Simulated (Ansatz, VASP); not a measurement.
# Cross-check of GaP between VASP and Ansatz, part 2 of 2

Aim: how closely do two programs agree when they are given the same cell, functional and k mesh?

VASP 6.6.1 and Ansatz 0.2.0.

So far: Set-up; VASP: G0W0 gap, PBE.

## 3. Ansatz: G0W0 gap, PBE

Level of this step: Ansatz beside VASP: Kohn-Sham DFT, plane waves, PBE, G0W0 (Ansatz).

Ansatz runs on its default PAW (the set named soft_2) files.

The same cell, functional and mesh now go to Ansatz, which takes its cutoff from its data sets.

File input.yaml:

```yaml
crystal:
  lattice:
    - [0.0, 2.72525, 2.72525]
    - [2.72525, 0.0, 2.72525]
    - [2.72525, 2.72525, 0.0]
  atoms:
    - { symbol: Ga, position: [0.0, 0.0, 0.0] }
    - { symbol: P, position: [0.75, 0.75, 0.75] }
hamiltonian:
  xc: pbe
  pseudopotentials: { kind: paw }
kpoints:
  mp_grid: { grid: [4, 4, 4] }
scf:
  occupations: { method: fixed }
gw:
  n_empty_bands: 95
  ecut_chi: 200.0
  qp_bands: [v2, c2]
  qp_kpoints: band_edges
  screening: { model: contour_deformation }
```

On the command line:

```sh
$ ansatz run input.yaml --threads 4 --pin off --max-ram 9216MiB --backend cpu --events-out ev --progress --plain --runs-dir out
```

Numbers of over 12 decimals in the logs are rounded to 6 here.

Output:

```text
Engine: ansatz 0.2.0, aarch64-unknown-linux-gnu
Pseudopotentials: kind: paw
Pseudopotential: Ga, paw, valence charge 13, recommended cutoff 420 eV (normal), Ga.paw.azcp
Pseudopotential: P, paw, valence charge 5, recommended cutoff 420 eV (normal), P.paw.azcp
Functional definition: PBE
  parameter kappa = 0.804
  parameter beta = 0.066725
  exchange = pbe_x(kappa = kappa, mu = beta*pi^2/3)
  correlation = pbe_c(beta = beta)
Crystal: 2 atoms, lattice volume = 40.481 Å³
Basis set: ecut = 420 eV, 749 PW (Γ)
Bands: 13, of which v1, the nominal top of the filled ones, is band 9 counted from 1 (8 counted from 0)
Symmetry: 24 space group operations
Space group: F-43m (ITA 216), of the structure as read, at distance tolerance 3.4e-5 Å
k-points: 8 of 64 (time reversal used)
Non-local potential: Ga, projectors of the file, l = 0: 2, l = 1: 2, l = 2: 3, l = 3: 1
Non-local potential: P, projectors of the file, l = 0: 2, l = 1: 2, l = 2: 2
PAW form: soft (Blöchl's): semilocal exchange-correlation on the pseudo side does not see the compensation charge
PAW one-centre angular grid: Ga, 590 points (default); XC on 64 Gauss nodes
PAW one-centre angular grid: P, 110 points (default); XC on 64 Gauss nodes
Initial density: superposition of atomic densities (neutral atoms: chi_scale 0, normalization atom), corrected by the library's trained network
Initial wavefunctions: pseudopotential atomic-orbital guess
Functional: x = pbe(κ = 0.804, μ = 0.219515), c = pbe(β = 0.066725)
SCF iter   1: F=—  HF=-4539.409018 eV  |F-HF|=—  |Δ(HF+E_count)|=         —  Δρ=1.82e-3  dr2=8.19e-4  ethr=1.77e-3  ⟨swp⟩=5.0  Hψ=552  notcnv=0  defer=12
preconditioner: auto → none  [insulator: Δε(μ)=1.644 eV  Ē_g=15.445 eV  n_scr=14 (ndim 8)  ℏωp=24.8 eV  f_vac=0.011  ε∞_Penn≈3.6]
SCF iter   2: F=—  HF=-4539.408134 eV  |F-HF|=—  |Δ(HF+E_count)|=   8.84e-4  Δρ=8.37e-4  dr2=1.63e-4  ethr=4.55e-6  ⟨swp⟩=2.9  Hψ=276  notcnv=0  defer=14
SCF iter   3: F=—  HF=-4539.408041 eV  |F-HF|=—  |Δ(HF+E_count)|=   9.32e-5  Δρ=3.03e-4  dr2=1.90e-5  ethr=9.05e-7  ⟨swp⟩=2.0  Hψ=192  notcnv=0  defer=13
SCF iter   4: F=—  HF=-4539.408057 eV  |F-HF|=—  |Δ(HF+E_count)|=   1.58e-5  Δρ=1.28e-4  dr2=3.40e-6  ethr=1.05e-7  ⟨swp⟩=2.5  Hψ=135  notcnv=0  defer=9
SCF iter   5: F=—  HF=-4539.408063 eV  |F-HF|=—  |Δ(HF+E_count)|=   5.75e-6  Δρ=2.97e-5  dr2=1.93e-7  ethr=1.89e-8  ⟨swp⟩=2.9  Hψ=175  notcnv=0  defer=10
SCF iter   6: F=-4539.408063 eV  HF=-4539.408063 eV  |F-HF|=3.76e-9  |Δ(HF+E_count)|=   8.56e-8  Δρ=9.87e-6  dr2=1.90e-8  ethr=5.56e-10  ⟨swp⟩=6.4  Hψ=528  notcnv=0
SCF 1 converged in 6 iterations: F = -4539.408063 eV  dr2 = 1.90e-8
  greatest PAW one-centre occupation: 0.994 electrons in one spin orbital (limit 2), on the Ga atom at site 0 (counted from 0), in its partial waves of l = 2
NSCF: frozen V_eff on 8 k-points
G₀W₀ screening: q 1/8
G₀W₀ screening: q 2/8 (q-point 5)
G₀W₀ screening: q 3/8 (q-point 6)
G₀W₀ screening: q 4/8 (q-point 2)
G₀W₀ screening: q 5/8 (q-point 4)
G₀W₀ screening: q 6/8 (q-point 8)
G₀W₀ screening: q 7/8 (q-point 3)
G₀W₀ screening: q 8/8 (q-point 7)
G₀W₀ self-energy: k 1/6
G₀W₀ self-energy: k 2/6
G₀W₀ self-energy: k 3/6
G₀W₀ self-energy: k 4/6
G₀W₀ self-energy: k 5/6
G₀W₀ self-energy: k 6/6
NSCF: frozen V_eff on 1 k-points
SCF converged after 6 iterations
Free energy (F): -4539.408063 eV
Harris-Foulkes:  -4539.408063 eV  (|F-HF|=3.76e-9)
Internal energy: -4539.408063 eV  (E = F + TS)
E sigma→0 (E₀):  -4539.408063 eV
Fermi energy:    7.131629 eV
--- Per-component energies (eV) ---
  E_band       = -57.820580
  E_kinetic    = 186.778752
  E_local      = -2201.177235  (includes V_loc(G=0)·N_el)
  E_nonlocal   = 459.085499
  E_hartree    = 1018.098807
  E_xc         = -130.813254
  E_vxc        = -119.085701  (∫ρ·V_xc dr)
  E_paw        = -2558.735583  (= ΣΔE_a)
  E_vpaw       = -419.612512  (= ΣTr[D̂ρ^β])
  E_aug_tail   = -0.000104  (compensation charges beyond the density's cutoff)
  E_ewald      = -1312.644944
  E_smearing   = -0.000000  (= −TS)
  E_closure    = -0.000000  (closes the sum)
  Σ components = -4539.408063   (vs F -4539.408063, Δ=0.00e0)
--- Band table (eV; the first three rows and the last of 8) ---
  k-point 0: bands = [... 5 lower, -5.3690, 7.1316, 7.1316, 7.1316, 8.9509, 10.9864, 10.9864, 10.9864]
  k-point 1: bands = [... 5 lower, -4.5925, 3.2440, 6.4645, 6.4645, 9.2706, 11.8439, 11.8439, 13.4732]
  k-point 2: bands = [... 5 lower, -3.2973, 0.4779, 6.0070, 6.0070, 8.7872, 11.8176, 11.8176, 15.3976]
  k-point 7: bands = [... 5 lower, -2.2986, 0.5580, 3.5434, 3.6948, 11.8190, 11.9815, 13.2063, 13.2586]
--- G₀W₀: contour deformation, 6 samples at zero and on the imaginary axis and 2 off it, 64 q-points, 95 empty bands' worth ---
  eigenvalues of the whole cell's RPA ε∞ on this k-mesh (on a slab, of 1 + 4πα/V) = 18.1164, 18.1164, 18.1164; static W/v taken at q = 0 is 0.055199
  bands read: the sum over 104 bands ends inside a degenerate multiplet in 1 slot, whose members it reads at an even weight; the widest, k=1: bands 104 to 105 (counted from 1) at 1/2 each
  gw.qp_kpoints: band_edges: 6 of 8 stored k-points solved, in 1 pass; an edge of the gap read off the rows below is read off those points alone
    valence top: of the k-points left out ik 5 came nearest to being solved in a further pass, in band 9 (counted from 1, as in the quasiparticle table): it holds the edge there only if its correction is more favourable than any solved in that band by at least 1.209 eV; those differ by 0.112 eV
    conduction bottom: of the k-points left out ik 4 came nearest to being solved in a further pass, in band 10 (counted from 1, as in the quasiparticle table): it holds the edge there only if its correction is more favourable than any solved in that band by at least 0.810 eV; those differ by 0.415 eV
    ik  band        ε_KS         Σx   Σc(E_QP)       V_xc       Z   E_QP_lin       E_QP  E_QP is
     0     8      7.1316   -17.4010     1.5200   -15.3972  0.7643     6.6450     6.6478  root
     0     9      7.1316   -17.4010     1.5200   -15.3972  0.7643     6.6450     6.6478  root
     0    10      8.9509   -10.4869    -4.3915   -15.2509  0.7750     9.3251     9.3234  root
     0    11     10.9864    -7.3573    -4.4237   -12.0189  0.7737    11.2254    11.2242  root
     1     8      6.4645   -16.8948     1.6664   -14.7184  0.7618     5.9510     5.9544  root
     1     9      6.4645   -16.8948     1.6664   -14.7184  0.7618     5.9510     5.9544  root
     1    10      9.2706    -8.9947    -4.2426   -13.5195  0.7778     9.5538     9.5528  root
     1    11     11.8439    -7.3997    -4.6617   -12.3000  0.7597    12.0831    12.0825  root
     2     8      6.0070   -16.7865     1.8506   -14.3988  0.7583     5.4658     5.4699  root
     2     9      6.0070   -16.7865     1.8506   -14.3988  0.7583     5.4658     5.4699  root
     2    10      8.7872    -9.1518    -4.0891   -13.4945  0.7808     9.0415     9.0408  root
     2    11     11.8176    -6.9471    -4.6159   -11.7604  0.7625    12.0158    12.0151  root
     3     8      5.4394   -16.3264     1.9622   -13.8093  0.7547     4.8790     4.8846  root
     3     9      5.4394   -16.3264     1.9622   -13.8093  0.7547     4.8790     4.8846  root
     3    10      9.2883    -7.4163    -4.0348   -11.5859  0.7837     9.4232     9.4230  root
     3    11     10.8362    -7.7763    -4.4833   -12.4258  0.7692    11.0028    11.0025  root
     6     8      4.4358   -16.1292     2.3750   -13.1582  0.7418     3.8327     3.8399  root
     6     9      4.4358   -16.1292     2.3750   -13.1582  0.7418     3.8327     3.8399  root
     6    10      8.7605    -6.7647    -3.8496   -10.5714  0.7914     8.7176     8.7176  root
     6    11      8.9346    -7.7768    -3.9616   -11.8723  0.7839     9.0687     9.0684  root
     7     8      3.5434   -15.8077     2.6098   -12.5791  0.7312     2.9208     2.9247  root
     7     9      3.6948   -15.0892     2.4109   -12.0852  0.7313     3.0944     3.1017  root
     7    10     11.8190    -7.2995    -4.4280   -11.7704  0.7633    11.8619    11.8619  root
     7    11     11.9815    -8.8360    -5.0594   -14.2934  0.7437    12.3790    12.3796  root
```

The job ended after 8.4 s (4 threads of Arm Neoverse V1, shared host; peak memory 0.42 GiB; 30 s of CPU time).

The column dr2 measures how far the density is from self-consistency, as an energy; F and HF (Harris–Foulkes) agree once it is small.

## 4. Differences

Known differences besides the potentials themselves: the two programs' PAW sets differ in cores and partial waves; the cutoff is 420 eV in Ansatz and 430 eV in VASP; VASP leaves aspherical gradient terms in its spheres out (LASPH is not set), Ansatz keeps them; Ansatz integrates over frequency by contour deformation, VASP on a grid of NOMEGA points. Total energies have different zeros and are not compared.

The two programs side by side:

```
                 quantity  Ansatz  VASP  difference
G0W0 gap on the mesh (eV)    2.07  2.10       -0.03
    PBE gap under it (eV)    1.63  1.62        0.00
```

## 5. Summary of results

```yaml
difference_in_g0w0_gap_on_the_mesh_g0w0_gap_pbe: -0.030 eV
```

What this shows: The difference in G0W0 gap on the mesh is -0.030 eV (G0W0 gap, PBE), within the 0.15 eV picked in this series as the mark of a large difference. How closely two codes agree says nothing of how well the functional describes the real material.

[Lines on the potential files, build, host, timing and source positions are cut from VASP's logs without a mark.]

[Logs are printed without paths, hosts, clocks, repeated set-up lines and the standing remarks that a program may print on its own settings, such as how far it seeks lower states.]

[Hosts, paths, dates, database ids (printed as entryN), source tags and the programs' standing remarks are cut or masked in the printed files.]
